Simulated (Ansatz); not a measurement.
# ZnGeP2: the cell at several levels of theory

An exercise on one series of results from a longer session: the logs are not shown, and one member is left open.

The runs shown are made with Ansatz 0.2.0. PAW datasets, plane waves, zero pressure. Computed at 0 K without zero-point motion; spin polarisation is off.

## The structure to begin with

Space group I-42d (No. 122), tetragonal; conventional cell a = 5.460 Å, c = 10.760 Å, 20.05 Å³ an atom. Near Zn stand 4 P at 2.40 Å; near Ge stand 4 P at 2.31 Å; near P stand 2 Ge at 2.31 Å and 2 Zn at 2.40 Å.

Structure file:

```
Zn Ge P
1.0
    -2.73000    2.73000    5.38000
     2.73000   -2.73000    5.38000
     2.73000    2.73000   -5.38000
Zn Ge P
2 2 4
Direct
  0.00000 0.00000 0.00000
  0.75000 0.25000 0.50000
  0.50000 0.50000 0.00000
  0.25000 0.75000 0.50000
  0.37500 0.38900 0.51400
  0.61100 0.12500 0.98600
  0.87500 0.86100 0.48600
  0.13900 0.62500 0.01400
```

Set-up of the first run:

The input, input.yaml:

```yaml
crystal:
  lattice:
    - [-2.73, 2.73, 5.38]
    - [2.73, -2.73, 5.38]
    - [2.73, 2.73, -5.38]
  atoms:
    - { symbol: Zn, position: [0.0, 0.0, 0.0] }
    - { symbol: Zn, position: [0.75, 0.25, 0.5] }
    - { symbol: Ge, position: [0.5, 0.5, 0.0] }
    - { symbol: Ge, position: [0.25, 0.75, 0.5] }
    - { symbol: P, position: [0.375, 0.389, 0.514] }
    - { symbol: P, position: [0.611, 0.125, 0.986] }
    - { symbol: P, position: [0.875, 0.861, 0.486] }
    - { symbol: P, position: [0.139, 0.625, 0.014] }
kpoints:
  mp_grid: { grid: [6, 6, 6] }
hamiltonian:
  xc: pbe
scf:
  occupations: { method: fermi_dirac, width: 0.02 }
relax:
  f_tol: 0.005
  cell: {}
```

On the command line:

```sh
$ ansatz run input.yaml --threads 8 --pin off --max-ram 20275MiB --backend cpu --events-out ev --progress --plain --runs-dir out
```

Steps of the session up to this table: PBE: cell and atoms; Relaxation with r2SCAN; PBEsol: cell and atoms; LDA: cell and atoms.

One table of the session follows, with a row left open; its other results are not shown here.

| level | a (Å) | c (Å) | volume (Å³/atom) |
| --- | --- | --- | --- |
| PBE | 5.500 | 10.842 | 20.500 |
| r2SCAN | 5.447 | 10.731 | 19.897 |
| PBEsol | ? | ? | ? |
| LDA | 5.374 | 10.625 | 19.180 |

**Question.** Estimate the row for PBEsol.

**Answer.** a (Å): 5.424; c (Å): 10.709; volume (Å³/atom): 19.694. In the column «a (Å)» it lies between LDA (5.374) and r2SCAN (5.447).

In words: From the start to the first minimum the volume moved by +2.3 %. The volume runs from LDA (least) to PBE (most), a spread of 6.9 %, or 2.2 % in length if all axes shared it alike.
